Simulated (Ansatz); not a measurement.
# Ca: the cost of one run

Method: DFT PBEsol, scalar-relativistic, plane waves, PAW, in Ansatz 0.2.0.

The COD cell was measured well above room temperature, so it is larger than a cold one.

2 further runs of the same task are left out: 2 set aside as unsound or not needed.

### Step 1. The structure to begin with

The structure is hexagonal, space group P6_3/mmc (No. 194). Conventional cell: a = 3.854 Å, b = 3.854 Å, c = 6.340 Å, α = 90.00°, β = 90.00°, γ = 120.00°. Ca (site symmetry -6m2) has 12 Ca at 3.85 to 3.87 Å in its first shell of neighbours.

Coordinates:

```xyz
2
Lattice="3.8537 0.0000 0.0000 -1.9268 3.3374 0.0000 0.0000 0.0000 6.3402" Properties=species:S:1:pos:R:3 pbc="T T T"
Ca    0.0000    2.2249    1.5850
Ca    1.9268    1.1125    4.7551
```

This cell was relaxed beforehand with the same method: volume 40.77 Å³/atom, gap on the mesh none (metal).

### Step 2. Bands, states and charges

input.yaml

```yaml
crystal:
  lattice:
    - [3.8536567503, 0.0, 0.0]
    - [-1.9268283752, 3.3373646432, 0.0]
    - [0.0, 0.0, 6.3401854503]
  atoms:
    - { symbol: Ca, position: [0.3333333333, 0.6666666667, 0.25] }
    - { symbol: Ca, position: [0.6666666667, 0.3333333333, 0.75] }
basis:
  ecutwfc: 420
kpoints:
  mp_grid: { grid: [12, 12, 8] }
  band_path:
    path:
      - [[0.0, 0.0, 0.0], [0.5, 0.0, 0.0], [0.33333333, 0.33333333, 0.0], [0.0, 0.0, 0.0], [0.0, 0.0, 0.5], [0.5, 0.0, 0.5], [0.33333333, 0.33333333, 0.5], [0.0, 0.0, 0.5]]
      - [[0.5, 0.0, 0.5], [0.5, 0.0, 0.0]]
      - [[0.33333333, 0.33333333, 0.5], [0.33333333, 0.33333333, 0.0]]
    npoints: 14
hamiltonian:
  xc: pbesol
scf:
  occupations: { method: gaussian, width: 0.1 }
  n_extra_bands: 6
output:
  forces: true
  stress: true
  eigenvalues: true
  populations: true
  dos: { projected: true, de: 0.02, nscf_kmesh: { grid: [18, 18, 12] } }
  bader: true
  write_density: true
  write_potential: true
  elf: true
  volumetric_format: npy
```

Run with:

```bash
$ ansatz run input.yaml --threads 1 --pin off --max-ram 2560MiB --backend cpu --events-out ev --progress --plain --runs-dir out
```

What time and memory should one allow on 1 thread of Arm Neoverse V2, shared host?

About 22 s, with a peak of 0.43 GiB.
